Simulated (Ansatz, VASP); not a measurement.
# Two plane-wave programs on BN (scan)

```
CELL_PARAMETERS angstrom
2.47880 0.00000 0.00000
-1.23940 2.14671 0.00000
0.00000 0.00000 5.68564
ATOMIC_POSITIONS crystal
B 0.33333 0.66667 0.25000
B 0.66667 0.33333 0.75000
N 0.33333 0.66667 0.75000
N 0.66667 0.33333 0.25000
```

Alike in both runs: functional r2SCAN; k mesh 12 × 12 × 4; occupations gaussian, width 0.02 eV; no spin polarisation.

Ansatz relaxed the structure, and its values are those at the end. VASP's run is a single point on that final structure, the one shown.

|  | VASP | Ansatz |
| --- | --- | --- |
| version | VASP 6.6.1 | Ansatz 0.2.0 |
| potentials or method | VASP PAW PBE potentials, release 64 (B, N) | scalar-relativistic, plane waves, PAW |
| plane-wave cutoff (eV) | 520 | 500 |
| valence electrons in the cell | 16 | 16 |

|  | VASP | Ansatz | Ansatz less VASP |
| --- | --- | --- | --- |
| gap on the k mesh at the Fermi level (eV) | 4.76 | 4.71 | -0.045 |
| least direct gap on the mesh (eV) | 5.01 | 4.96 | -0.048 |
| pressure (GPa) | 13.0 | 12.5 | -0.47 |

Caveats: the PAW data sets were made with another functional, which shifts forces and pressure a little (VASP). A k mesh can miss the band edges. r2SCAN opens gaps a little over a GGA but as a rule still falls short of measured ones.
